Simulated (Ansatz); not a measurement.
# Si16H: the cost of one run

Program: Ansatz 0.2.0. Level of theory: DFT PBE, scalar-relativistic, plane waves, PAW. These are calculated values, not measurements.

### Step 1. The structure to begin with

It takes space group Cm (No. 8, monoclinic). Conventional cell: a = 13.301 Å, b = 7.679 Å, c = 7.679 Å, α = 90.00°, β = 125.26°, γ = 90.00°. Si (site symmetry 1) has 4 Si at 2.35 to 2.36 Å as nearest neighbours. Si (site symmetry m) is surrounded by 4 Si at 2.35 to 2.36 Å. Si (site symmetry 1) has 4 Si at 2.33 to 2.36 Å as nearest neighbours. Si (site symmetry 1) is surrounded by 4 Si at 2.35 to 2.37 Å and 1 H at 2.53 Å. Si (site symmetry 1) is surrounded by 4 Si at 2.33 to 2.37 Å and 1 H at 2.61 Å. Si (site symmetry m) has 4 Si at 2.33 to 2.36 Å as nearest neighbours. Only part of the 13 independent sites is listed.

As a file:

```cif
data_structure
_symmetry_space_group_name_H-M 'Cm'
_symmetry_Int_Tables_number 8
_cell_length_a 13.3007
_cell_length_b 7.6792
_cell_length_c 7.6792
_cell_angle_alpha 90.000
_cell_angle_beta 125.264
_cell_angle_gamma 90.000
_cell_volume 640.41
loop_
_atom_site_label
_atom_site_type_symbol
_atom_site_symmetry_multiplicity
_atom_site_Wyckoff_symbol
_atom_site_fract_x
_atom_site_fract_y
_atom_site_fract_z
_atom_site_occupancy
Si1 Si 4 b 0.25282 0.74915 0.99665 1
Si2 Si 2 a 0.37657 0.00000 0.12348 1
Si3 Si 2 a 0.50191 0.00000 0.99798 1
Si4 Si 4 b 0.62767 0.24962 0.12204 1
Si5 Si 2 a 0.00317 0.50000 0.49771 1
Si6 Si 4 b 0.62200 0.25485 0.62282 1
Si7 Si 4 b 0.74612 0.25985 0.49346 1
Si8 Si 2 a 0.87773 0.50000 0.62249 1
Si9 Si 2 a 0.37738 0.50000 0.13377 1
Si10 Si 2 a 0.50627 0.50000 0.01379 1
Si11 Si 2 a 0.49227 0.50000 0.50813 1
Si12 Si 2 a 0.35473 0.50000 0.64528 1
H1 H 2 a 0.26704 0.50000 0.73167 1
```

### Step 2. Dynamics from the start

Contents of input.yaml:

```yaml
crystal:
  lattice:
    - [0.0, 5.43, 5.43]
    - [5.43, 0.0, 5.43]
    - [5.43, 5.43, 0.0]
  atoms:
    - { symbol: Si, position: [-0.0031289, -0.00334883, 0.00845659] }
    - { symbol: Si, position: [0.12371708, 0.12348491, 0.12912031] }
    - { symbol: Si, position: [-0.00161602, -0.00202172, 0.50529249] }
    - { symbol: Si, position: [0.12248929, 0.12203865, 0.63276638] }
    - { symbol: Si, position: [-0.00289816, 0.49771413, 0.00809318] }
    - { symbol: Si, position: [0.13338697, 0.62282329, 0.12064099] }
    - { symbol: Si, position: [0.0142704, 0.49346326, 0.49823663] }
    - { symbol: Si, position: [0.12256004, 0.62248903, 0.63243537] }
    - { symbol: Si, position: [0.49811269, -0.00339733, 0.00846534] }
    - { symbol: Si, position: [0.62288732, 0.13376937, 0.12044671] }
    - { symbol: Si, position: [0.49403499, 0.01379331, 0.49819708] }
    - { symbol: Si, position: [0.62269871, 0.12206244, 0.63277116] }
    - { symbol: Si, position: [0.5079212, 0.5081345, -0.02413839], spin: 0.09 }
    - { symbol: Si, position: [0.62310466, 0.62278194, 0.12050558] }
    - { symbol: Si, position: [0.49412376, 0.49349777, 0.49814984] }
    - { symbol: Si, position: [0.64555097, 0.64528347, 0.5636405] }
    - { symbol: H, position: [0.73349791, 0.73167241, 0.30187273], spin: 0.09 }
magnetization:
  spin_polarized: true
basis:
  ecutwfc: 420.0
kpoints:
  mp_grid: { grid: [2, 2, 2] }
hamiltonian:
  xc: pbe
scf:
  occupations: { method: fermi_dirac, width: 0.02 }
  lower_state_search: "off"
md:
  timestep: 0.5
  n_steps: 60
  ensemble: nvt_nose_hoover
  temperature: 1500.0
  initial_velocities: maxwell_boltzmann
  seed: 939444
  nose_hoover: { tau: 50.0, chain_length: 3 }
```

Launch:

```
> ansatz run input.yaml --threads 1 --pin off --max-ram 3072MiB --backend cpu --events-out ev --progress --plain --runs-dir out
```

Q: Estimate wall time and peak memory on 1 thread of Arm Neoverse V2, shared host.

About 15 min, with a peak of 0.92 GiB.
